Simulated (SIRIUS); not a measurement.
Runs of SIRIUS 7.10.0 on C. The typed cell holds 4 atoms: a = 2.125 Å, b = 2.699 Å, c = 6.347 Å, α = 91.31°, β = 95.27°, γ = 105.23°. 

```csv
level,gap on the mesh (eV),pressure (GPa),largest force (eV/Å)
EV93PW91,0.21,(a),(b)
BP86,0.15,19.4,3.69
OPBE,0.13,6.8,3.43
PBEsol,0.14,15.3,3.92
AM05,0.14,15.3,3.91
RPBE,0.16,19.7,3.61
PW91,0.15,(c),3.68
BLYP,0.16,24.7,(d)
```

Alike in all rows: task single point; potentials or basis PseudoDojo 0.4.1 PBE standard (scalar relativistic); no spin polarisation; cell as given; k mesh 7 × 5 × 2; cutoff (eV) 1127; smearing fermi-dirac 0.05 eV; the mesh is coarse, so values aren't converged.

**Question.** Estimate the missing entries.

**Answer.** (a) 25.8; (b) 3.28; (c) 18.2; (d) 3.54.

Caveats: all runs use coarse meshes; the potentials were made for another functional, which shifts forces and pressure; an odd mesh through Γ misses points on the zone boundary, where band edges often lie; the potentials were made for a functional far from this one (some runs).

Runs at the PBE level aren't shown here.
